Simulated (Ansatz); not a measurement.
Pb, 2 atoms in the cell. It takes space group C2/m (No. 12, monoclinic). Conventional cell: a = 6.077 Å, b = 3.501 Å, c = 6.452 Å, α = 90.00°, β = 109.14°, γ = 90.00°. Around Pb (site symmetry m) lie 10 Pb at 3.34 to 3.51 Å. This isn't the form of Pb at room conditions, which is fcc.

| Item | Value |
| --- | --- |
| Program | Ansatz 0.2.0 |
| Task | relaxation of cell and atoms |
| Functional | PBEsol |
| Potentials or basis | all-electron LAPW, scalar-relativistic |
| Basis error allowed | 0.001 eV/atom |
| k mesh | 9 × 9 × 5 |
| Occupations | fermi-dirac, width 0.05 eV |
| Spin | no spin polarisation |
| Target pressure | 10 GPa |

Potentials or basis: all-electron LAPW, scalar-relativistic.

The run is started by

```console
$ ansatz run input.yaml --threads 1 --pin off --max-ram 3072MiB --backend cpu --events-out ev --progress --plain --runs-dir out
```

Hardware: 1 thread of Intel(R) Xeon(R) Processor @ 2.50GHz (Skylake/Cascade Lake), with other jobs on the host.

How long does it take, and how much memory?

It took 12 min on 1 thread of Intel(R) Xeon(R) Processor @ 2.50GHz (Skylake/Cascade Lake), with other jobs on the host, peak memory 0.56 GiB. Counts: scf iterations 71, plane waves 357, k points 115, bands 44, ion steps 15.
